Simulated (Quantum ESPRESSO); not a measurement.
# Nb in Quantum ESPRESSO: the effect of functional

Nb:

```
Nb
1.0
    -1.66395    1.66395    1.66395
     1.66395   -1.66395    1.66395
     1.66395    1.66395   -1.66395
Nb
1
Cartesian
  0.0000 0.0000 0.0000
```

Alike in all runs:

```yaml
Program: Quantum ESPRESSO 7.5
Task: band structure
Potentials_or_basis: SG15 PBE 1.2
Cutoff: 952 eV
Density_cutoff: 3810 eV
k_mesh: 11 × 11 × 11
Occupations: fermi-dirac, width 0.05 eV
Spin: no spin polarisation
```

Problem. One run gave: pressure -10.9 GPa. Which functional did it use?
A. RPBE
B. PBEsol
C. PW91
D. LDA
E. AM05

Solution. D.

```tsv
functional	pressure (GPa)
LDA	-10.9
PBEsol	-7.6
PBE	-2.2
RPBE	0.5
AM05	-7.9
revPBE	-0.3
PW91	-2.6
```

Caveats: the potentials were made for another functional, which shifts forces and pressure (some runs).
